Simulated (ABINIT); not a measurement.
Here is an ABINIT 10.8.3 (patched build) calculation.

File run.abi:

```
pp_dirpath "./"
pseudos "Ta.GGA_PBE-ansatz.xml, K.GGA_PBE-ansatz.xml, O.GGA_PBE-ansatz.xml"

acell 3*1.0 Angstrom
rprim
     3.9883000000     0.0000000000     0.0000000000
     0.0000000000     3.9883000000     0.0000000000
     0.0000000000     0.0000000000     3.9883000000
ntypat 3
znucl 73 19 8
natom 5
typat 1 2 3 3 3
xred
     0.0000000000     0.0000000000     0.0000000000
     0.5000000000     0.5000000000     0.5000000000
     0.0000000000     0.0000000000     0.5000000000
     0.0000000000     0.5000000000     0.0000000000
     0.5000000000     0.0000000000     0.0000000000

ecut 517.016339 eV
pawecutdg 38.0
pawovlp 30

kptopt 1
ngkpt 7 7 7
nshiftk 1
shiftk 0.0 0.0 0.0

ixc -497498
usekden 1
pawxcdev 0

nband 24
occopt 3
tsmear 0.00183747

nstep 100
tolvrs 1.0e-7

iomode 3
prtwf 0
prteig 0
prtebands 0
prtden 1
prtvha 1
prtvclmb 1
prtpot 1
```

Potentials or basis: Ansatz PAW PBE default generated set, frozen core.

The run is started by

```console
$ mpirun --bind-to none -np 4 abinit run.abi > log 2>&1
```

Q: Predict the band gap on the k mesh.

A: 2.69 eV, indirect (least direct gap 3.27 eV).

Q: Predict the pressure.

A: 0.0 GPa.

Caveat: the PAW data sets were made with another functional, which shifts forces and pressure a little; spin-orbit coupling is left out, which moves the levels of the heavy elements; an odd mesh through Γ misses points on the zone boundary, where band edges often lie; the atomic spheres overlap.
